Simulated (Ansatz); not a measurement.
# What a change of settings does: BP (rocksalt type)

First run: DFT, r2SCAN, all-electron PAW with datasets made for the crystal, scalar-relativistic (Ansatz 0.2.0).

Command: `ansatz run input.yaml --threads 1 --pin off --max-ram 2048MiB --backend cpu --events-out ev --progress --plain --runs-dir out` It took 10 s on 1 thread of AMD EPYC 7R43 64-Core Processor (Zen 3), with other jobs on the host, peak memory 0.5 GiB.

```yaml
crystal:
  lattice:
    - [0.0, 1.7697481993, 1.7697481993]
    - [1.7697481993, 0.0, 1.7697481993]
    - [1.7697481993, 1.7697481993, 0.0]
  atoms:
    - { symbol: B, position: [0.0, 0.0, 0.0] }
    - { symbol: P, position: [0.5, 0.5, 0.5] }
kpoints:
  mp_grid: { grid: [17, 17, 17] }
scf:
  occupations: { method: fermi_dirac, width: 0.1 }
hamiltonian:
  xc: r2scan
  pseudopotentials: { kind: all_electron, datasets: crystal }
output:
  forces: true
  stress: true
  eigenvalues: true
```

The cell comes from a relaxation on PAW files under the same functional, begun from a prototype that needn't be the stable phase.

This run: volume at 0.55 of the series' base cell.

It converges in 7 SCF iterations at a pressure of 275.4 GPa.

The input is then changed:

```diff
 scf:
-  occupations: { method: fermi_dirac, width: 0.1 }
+  occupations: { method: tetrahedron }
 hamiltonian:
```

Problem. What does the second run give?

Solution. It converges in 7 SCF iterations, free energy +3.1 meV/atom against the first run's.
